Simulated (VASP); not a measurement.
Input of a VASP 6.6.1 run:

File POSCAR:

```
Ga
1.0
    2.9478801678      0.0000000000      0.0000000000
   -1.4739400839      2.5529391126      0.0000000000
    0.0000000000      0.0000000000      4.7743790250
Ga
2
Direct
    0.3333333333      0.6666666667      0.7500000000
    0.6666666667      0.3333333333      0.2500000000
```

Contents of INCAR.step1:

```
ALGO = Normal
EDIFF = 1E-4
ENCUT = 520
GGA = PE
ISMEAR = 0
LASPH = True
LCHARG = False
LREAL = False
LWAVE = True
NBANDS = 20
NELM = 100
PREC = Accurate
SIGMA = 0.05
```

File INCAR.step2:

```
ALGO = Normal
EDIFF = 1E-7
ENCUT = 520
ISIF = 2
ISMEAR = 0
ISTART = 1
LASPH = True
LCHARG = False
LMIXTAU = True
LREAL = False
LWAVE = False
METAGGA = R2SCAN
NBANDS = 20
NELM = 100
PREC = Accurate
SIGMA = 0.05
```

KPOINTS

```
k-points
0
Gamma
  16 16 10
```

Potentials or basis: VASP PAW PBE potentials, release 64 (Ga_d).

Command:

```console
$ cat potpaw_PBE.64/Ga_d/POTCAR > POTCAR
$ cp INCAR.step1 INCAR
$ mpirun -np 1 vasp_std > vasp.out
$ cp INCAR.step2 INCAR
$ mpirun -np 1 vasp_std > vasp.out
```

What does it give for the band gap on the k mesh?

None (metal or under the smearing width).

Estimate the pressure.

0.0 GPa.

Stress tensor (GPa, compression positive):
```
 0.12  0.00  0.00
 0.00  0.12  0.00
 0.00  0.00 -0.12
```

Caveat: the PAW data sets were made with another functional, which shifts forces and pressure a little.
